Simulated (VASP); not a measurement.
# VASP 6.6.1 run: MoS2

INCAR

```
IBRION = -1
NSW = 0
MAXMIX = 5
SIGMA = 0.02
ENCUT = 520
ISIF = 2
NELM = 65
LCHARG = .FALSE.
LREAL = .FALSE.
NBANDS = 20
ISMEAR = -1
GGA = PE
EDIFF = 1E-7
LASPH = .TRUE.
PREC = Accurate
LWAVE = .FALSE.
```

KPOINTS

```
KPOINTS created by Atomic Simulation Environment
0
Gamma
12 12 4
0 0 0
```

POSCAR

```
Mo S
 1.0000000000000000
     3.2202374464190364   -0.0000000000000000    0.0000000000000000
    -1.6101187232095182    2.7888074348168157   -0.0000000000000000
     0.0000000000000000   -0.0000000000000000    5.9450267968125630
 Mo  S
   1   2
Cartesian
 -0.0000000000000000  0.0000000000000000 -0.0000000000000000
 -0.0000000000000000  1.8592049565445441  1.5458917519004469
  1.6101187232095178  0.9296024782722720  4.3991350449121187
```

The recommended PBE PAW datasets give the neutral cell 26 valence electrons.

Command

```
mpirun -np 1 vasp_std
```

How does this run end, and what does it give?

It converged. Results: gap between bands v and c on the k mesh -1.10 eV (bands overlap: a metal); least direct gap on the k mesh 0.00 eV; pressure 2.1 GPa; largest force 0.18 eV/Å. Band v is the last that the valence electrons fill when counted band by band, and c is the next.

OSZICAR

```
N       E                     dE             d eps       ncg     rms          rms(c)
DAV:   1     0.181576365852E+03    0.18158E+03   -0.13385E+04  2768   0.122E+03
DAV:   2    -0.151964796301E+02   -0.19677E+03   -0.19199E+03  3356   0.316E+02
DAV:   3    -0.225073599257E+02   -0.73109E+01   -0.72305E+01  3424   0.563E+01
DAV:   4    -0.225914096872E+02   -0.84050E-01   -0.83969E-01  3296   0.638E+00
DAV:   5    -0.225927400308E+02   -0.13303E-02   -0.13302E-02  3520   0.778E-01    0.229E+01
DAV:   6    -0.215394626570E+02    0.10533E+01   -0.15304E+01  2900   0.212E+01    0.956E+00
DAV:   7    -0.211161715702E+02    0.42329E+00   -0.64141E+00  2868   0.130E+01    0.601E+00
DAV:   8    -0.209765559260E+02    0.13962E+00   -0.78678E-01  3052   0.488E+00    0.189E+00
DAV:   9    -0.209788250016E+02   -0.22691E-02   -0.26598E-02  3196   0.103E+00    0.608E-01
DAV:  10    -0.209774289975E+02    0.13960E-02   -0.15706E-02  3048   0.753E-01    0.175E-01
DAV:  11    -0.209773832915E+02    0.45706E-04   -0.31089E-03  3088   0.320E-01    0.956E-02
DAV:  12    -0.209772782316E+02    0.10506E-03   -0.70015E-04  3032   0.135E-01    0.243E-02
DAV:  13    -0.209772846239E+02   -0.63923E-05   -0.28593E-05  3168   0.336E-02    0.168E-02
DAV:  14    -0.209772899244E+02   -0.53005E-05   -0.67602E-06  2948   0.151E-02    0.578E-03
DAV:  15    -0.209772906057E+02   -0.68127E-06   -0.11520E-06  3348   0.580E-03    0.170E-03
DAV:  16    -0.209772906981E+02   -0.92408E-07   -0.68581E-08  2140   0.165E-03
   1 F= -.20977291E+02 E0= -.20976684E+02  d E =-.121304E-02
```

Standard output (part)

```
POSCAR found type information on POSCAR MoS
 POSCAR found :  2 types and       3 ions
 LDA part: xc-table for (Slater+PW92), standard interpolation
 POSCAR, INCAR and KPOINTS ok, starting setup
 WAVECAR not read
 entering main loop
```

For comparison, a separate PBE run of the intended cell, on usual settings and not on those above, gives a gap of -1.10 eV on its mesh and a pressure of 2.1 GPa.
